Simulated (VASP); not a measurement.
# Sn (Fd-3m) in VASP: notebook, part 2 of 2

VASP 6.6.1. Earlier steps stand in the parts before.

## (4) Band structure, HSE06

File POSCAR:

```
Sn                                      
1.0
    0.0000000000      3.2685833779      3.2685833779
    3.2685833779      0.0000000000      3.2685833779
    3.2685833779      3.2685833779      0.0000000000
  Sn            
     2
Direct
     0.0000000000000000    0.0000000000000000    0.0000000000000000
     0.2500000000000000    0.2500000000000000    0.2500000000000000
```

File INCAR.step1:

```
PREC = Accurate ; ENCUT = 520
EDIFF = 1E-5 ; ISMEAR = 0
SIGMA = 0.03 ; LREAL = False
LASPH = True ; NELM = 80
ALGO = Normal ; ISIF = 2
LWAVE = True ; LCHARG = False
KPAR = 4 ; GGA = PE
```

File INCAR.step2:

```
PREC = Accurate ; ENCUT = 520
EDIFF = 1E-6 ; ISMEAR = 0
SIGMA = 0.03 ; LREAL = False
LASPH = True ; NELM = 80
ALGO = Normal ; ISIF = 2
LWAVE = False ; LCHARG = False
GGA = PE ; LHFCALC = True
HFSCREEN = 0.2 ; PRECFOCK = Fast
KPAR = 4 ; ISTART = 1
```

File KPOINTS:

```
regular mesh
0
Gamma
  6 6 6
```

File KPOINTS_OPT:

```
explicit points
6
Reciprocal
 0.0000000000  0.0000000000  0.0000000000 1
 0.3750000000  0.3750000000  0.7500000000 1
 0.5000000000  0.5000000000  0.5000000000 1
 0.6250000000  0.2500000000  0.6250000000 1
 0.5000000000  0.2500000000  0.7500000000 1
 0.5000000000  0.0000000000  0.5000000000 1
```

Potentials or basis: VASP PAW PBE potentials, release 64 (Sn_d).

The run is started by

```sh
cat potpaw_PBE.64/Sn_d/POTCAR > POTCAR
cp INCAR.step1 INCAR
mpirun -np 4 vasp_std > vasp.out
cp INCAR.step2 INCAR
mpirun -np 4 vasp_std > vasp.out
```

OUTCAR:

```text
PREC = Accurate
   ENCUT = 520
   EDIFF = 1E-6
   ISMEAR = 0
   LREAL = False
   LASPH = True
   NELM = 80
   ISIF = 2
   GGA = PE
   LHFCALC = True
   HFSCREEN = 0.2
   PRECFOCK = Fast
   ISTART = 1

 ion  position               nearest neighbor table
   1  0.000  0.000  0.000-   2 2.83   2 2.83   2 2.83   2 2.83
   2  0.250  0.250  0.250-   1 2.83   1 2.83   1 2.83   1 2.83

  LATTYP: Found a face centered cubic cell.
 ALAT       =     6.5371667558

[... 524 lines left out ...]
     18      11.2019      0.00000

------------------------ aborting loop because EDIFF is reached ----------------------------------------

  FORCE on cell =-STRESS in cart. coord.  units (eV):
  Direction    XX          YY          ZZ          XY          YZ          ZX
  --------------------------------------------------------------------------------------
  -------------------------------------------------------------------------------------
  Total        0.1617622      0.1617622      0.1617622     -0.0000000      0.0000000     -0.0000000
  in kB        3.7108962      3.7108962      3.7108962     -0.0000000      0.0000000     -0.0000000
  external PRESSURE =       3.7108962 kB  Pullay stress =       0.0000000 kB

 VOLUME and BASIS-vectors are now :
 -----------------------------------------------------------------------------
  energy-cutoff  :      520.00
  volume of cell :       69.84
      direct lattice vectors                 reciprocal lattice vectors
     0.000000000  3.268583378  3.268583378    -0.152971469  0.152971469  0.152971469
     3.268583378  0.000000000  3.268583378     0.152971469 -0.152971469  0.152971469
     3.268583378  3.268583378  0.000000000     0.152971469  0.152971469 -0.152971469

 POSITION                                       TOTAL-FORCE (eV/Angst)
 -----------------------------------------------------------------------------------
      0.00000      0.00000      0.00000         0.000000      0.000000      0.000000
      1.63429      1.63429      1.63429        -0.000000     -0.000000     -0.000000
 -----------------------------------------------------------------------------------
    total drift:                               -0.000000      0.000000      0.000000

  FREE ENERGIE OF THE ION-ELECTRON SYSTEM (eV)
  ---------------------------------------------------
  free  energy   TOTEN  =        -9.0547412429 eV

  energy  without entropy=       -9.0545269896  energy(sigma->0) =       -9.05463412
```

OUTCAR.step1:

```text
PREC = Accurate
   ENCUT = 520
   EDIFF = 1E-5
   ISMEAR = 0
   LREAL = False
[... 551 lines left out ...]
      0.00000      0.00000      0.00000         0.000000     -0.000000      0.000000
      1.63429      1.63429      1.63429        -0.000000      0.000000     -0.000000
 -----------------------------------------------------------------------------------
    total drift:                                0.000000      0.000000      0.000000

  FREE ENERGIE OF THE ION-ELECTRON SYSTEM (eV)
  ---------------------------------------------------
  free  energy   TOTEN  =        -7.6342533299 eV

  energy  without entropy=       -7.6339398913  energy(sigma->0) =       -7.63409661
```

OSZICAR.step1:

```text
N       E                     dE             d eps       ncg     rms          rms(c)
DAV:   1     0.206773317303E+03    0.20677E+03   -0.15023E+04   576   0.222E+03
DAV:   2     0.128529433887E+02   -0.19392E+03   -0.19174E+03   576   0.442E+02
DAV:   3    -0.703855888770E+01   -0.19892E+02   -0.19790E+02   644   0.149E+02
DAV:   4    -0.766654415248E+01   -0.62799E+00   -0.62709E+00   656   0.285E+01
DAV:   5    -0.769090788987E+01   -0.24364E-01   -0.24362E-01   782   0.524E+00    0.314E+00
DAV:   6    -0.765070674432E+01    0.40201E-01   -0.30028E-02   684   0.238E+00    0.184E+00
DAV:   7    -0.763194264245E+01    0.18764E-01   -0.49730E-02   628   0.253E+00    0.163E-01
DAV:   8    -0.763380894544E+01   -0.18663E-02   -0.52276E-03   616   0.915E-01    0.505E-02
DAV:   9    -0.763423456140E+01   -0.42562E-03   -0.61041E-04   676   0.165E-01    0.139E-02
DAV:  10    -0.763424848040E+01   -0.13919E-04   -0.35693E-05   526   0.589E-02    0.570E-03
DAV:  11    -0.763425332992E+01   -0.48495E-05   -0.98244E-06   452   0.277E-02
   1 F= -.76342533E+01 E0= -.76340966E+01  d E =-.313439E-03
```

It took 14 min on 4 MPI ranks of Intel Xeon 6975P-C (Granite Rapids), shared host; peak memory 0.35 GiB.

What came out:

```
Free energy             : -9.0547 eV
Pressure                : 0.4 GPa
Band gap along the path : none (metal or under the smearing width)
```

Levels at points of the mesh, in eV from the Fermi level:
| k point | band 12 | band 13 | band 14 | band 15 | band 16 | band 17 |
| --- | --- | --- | --- | --- | --- | --- |
| (0.00, 0.00, 0.00) | -0.30 | -0.01 | -0.01 | -0.01 | 2.60 | 2.60 |
| (0.50, 0.00, 0.00) | -6.90 | -1.29 | -1.29 | 0.33 | 3.71 | 3.71 |
| (0.50, 0.50, 0.00) | -8.25 | -2.72 | -2.72 | 1.18 | 1.18 | 8.53 |

Caveat: the PAW data sets were made with another functional, which shifts forces and pressure a little; spin-orbit coupling is left out, which moves the levels of the heavy elements.

## (5) Band structure, PBE0

POSCAR is that of step 4.

INCAR.step1 is that of step 4.

INCAR.step2: that of step 4 with these lines changed.

```diff
@@ -7,3 +7,4 @@
 GGA = PE ; LHFCALC = True
-HFSCREEN = 0.2 ; PRECFOCK = Fast
-KPAR = 4 ; ISTART = 1
+AEXX = 0.25 ; PRECFOCK = Fast
+HFRCUT = -1 ; KPAR = 4
+ISTART = 1
```

KPOINTS is that of step 4.

KPOINTS_OPT is that of step 4.

The run is started by

```sh
cat potpaw_PBE.64/Sn_d/POTCAR > POTCAR
cp INCAR.step1 INCAR
mpirun -np 4 vasp_std > vasp.out
cp INCAR.step2 INCAR
mpirun -np 4 vasp_std > vasp.out
```

Run time: 20 min. Hardware: 4 MPI ranks of Intel Xeon 6975P-C (Granite Rapids), shared host; peak memory 0.26 GiB.

Results (log left out):

```yaml
Free_energy: -9.9918 eV
Pressure: 0.2 GPa
Band_gap_on_the_k_mesh: 0.34 eV, direct
Band_gap_along_the_path: 0.34 eV, direct
```

Levels at points of the mesh, in eV from the valence-band top:
```
           k point  band 11  band 12  band 13  band 14  band 15  band 16  band 17  band 18
(0.00, 0.00, 0.00)   -11.79    -0.12     0.00     0.00     0.34     3.21     3.21     3.21
(0.50, 0.00, 0.00)   -10.00    -7.02    -1.32    -1.32     0.89     4.34     4.34     6.84
(0.50, 0.50, 0.00)    -8.37    -8.37    -2.79    -2.79     1.77     1.77     9.20     9.20
```

Caveat: the PAW data sets were made with another functional, which shifts forces and pressure a little; spin-orbit coupling is left out, which moves the levels of the heavy elements.

## (6) Overview

```tsv
level	exchange at q = 0	further INCAR settings	screening parameter	gap on the mesh (eV)	pressure (GPa)
PBE0	truncated	ALGO = Normal; EDIFF = 1e-07	-	0.34	0.2
PBE	-	ALGO = Fast; EDIFF = 1e-06	-	-	2.2
HSE06	-	ALGO = Normal; EDIFF = 1e-06	0.2 1/A	-	0.4
PBE0	truncated	ALGO = Normal; EDIFF = 1e-06	-	0.34	0.2
```

Alike in all rows: task band structure; potentials or basis VASP PAW PBE potentials, release 64 (Sn_d); no spin polarisation; cell as given; k mesh 6 × 6 × 6; cutoff (eV) 520; smearing gaussian 0.03 eV.

The pressure there spans 0.2 GPa (PBE0) to 2.2 GPa (PBE); a positive pressure means that this level wants a larger cell, a negative one a smaller.

Caveats: spin-orbit coupling is left out, which moves the levels of the heavy elements; the PAW data sets were made with another functional, which shifts forces and pressure a little (some runs).

Absolute energies hang on the potentials; compare differences alone.
